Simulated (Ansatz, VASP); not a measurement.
Two plane-wave programs on CuO

The input INCAR:

```
SYSTEM = CuO
PREC = Accurate ; ENCUT = 520
EDIFF = 1E-6 ; ISMEAR = 0
SIGMA = 0.05 ; LREAL = .FALSE.
LASPH = .TRUE. ; NELM = 60
ALGO = Normal ; ISIF = 2
LWAVE = .FALSE. ; LCHARG = .TRUE.
ISPIN = 2 ; MAGMOM = 0.6 0
LORBIT = 11 ; LMAXMIX = 4
LDAU = .TRUE. ; LDAUTYPE = 2
LDAUL = 2 -1 ; LDAUU = 6 0
LDAUJ = 0 0 ; LDAUPRINT = 1
METAGGA = R2SCAN ; LMIXTAU = .TRUE.
LELF = .TRUE. ; LVHAR = .TRUE.
```

Contents of KPOINTS:

```
regular mesh
0
G
  7 7 7
  0 0 0
```

POSCAR

```
CuO
1.0
    0.0000000000      2.3272527300      2.3272527300
    2.3272527300      0.0000000000      2.3272527300
    2.3272527300      2.3272527300      0.0000000000
Cu O
1 1
Direct
    0.0000000000      0.0000000000      0.0000000000
    0.2500000000      0.2500000000      0.2500000000
```

Contents of input.yaml:

```yaml
crystal:
  lattice:
    - [0.0, 2.32725273, 2.32725273]
    - [2.32725273, 0.0, 2.32725273]
    - [2.32725273, 2.32725273, 0.0]
  atoms:
    - { symbol: Cu, position: [0.0, 0.0, 0.0], spin: 0.6 }
    - { symbol: O, position: [0.25, 0.25, 0.25] }
hamiltonian:
  xc: r2scan
  pseudopotentials: { kind: paw }
  hubbard: { sites: [{ species: Cu, l: d, u_eff: 6.0 }] }
magnetization:
  spin_polarized: true
kpoints:
  mp_grid: { grid: [7, 7, 7] }
scf:
  occupations: { method: gaussian, width: 0.05 }
output:
  forces: true
  stress: true
  eigenvalues: true
  write_density: true
  write_potential: true
  elf: true
  volumetric_format: npy
```

Measurements of this composition are mostly on another form, of space group No. 15.

Alike in both runs: task single point; functional r2SCAN; k mesh 7 × 7 × 7; occupations gaussian, width 0.05 eV; collinear spin, ferromagnetic start; Hubbard terms Cu d U = 6 eV.

|  | VASP | Ansatz |
| --- | --- | --- |
| version | VASP 6.6.1 | Ansatz 0.2.0 |
| potentials or method | VASP PAW PBE potentials, release 64 (Cu, O) | Ansatz PAW |
| plane-wave cutoff (eV) | 520 | 500 |
| valence electrons in the cell | 17 | 25 |

```tsv
	VASP	Ansatz	Ansatz less VASP
gap on the k mesh at the Fermi level (eV)	none	none	-
pressure (GPa)	-14.5	-9.8	+4.65
net moment per atom (μB)	0.50	0.50	0.000
size of the moment on the site where the two differ most (μB)	0.46	0.55	+0.089
```

Site moments also hang on the region over which each program counts them. The programs project onto different local orbitals, so the same U acts differently. A gap of «none» marks a metal or a gap that the smearing closes. The two sets of potentials don't hold the same shells in valence.

Caveats: a cell with one magnetic atom can't hold antiferromagnetic order, which such compounds often take; the PAW data sets were made with another functional, which shifts forces and pressure a little (VASP); the magnetic or orbital state may not be the lowest (Ansatz); the PAW data sets come from PBE, with cores solved anew for the run's functional, which leaves a small shift of forces and pressure (Ansatz). The state reached can hang on the start; a lower one may exist.
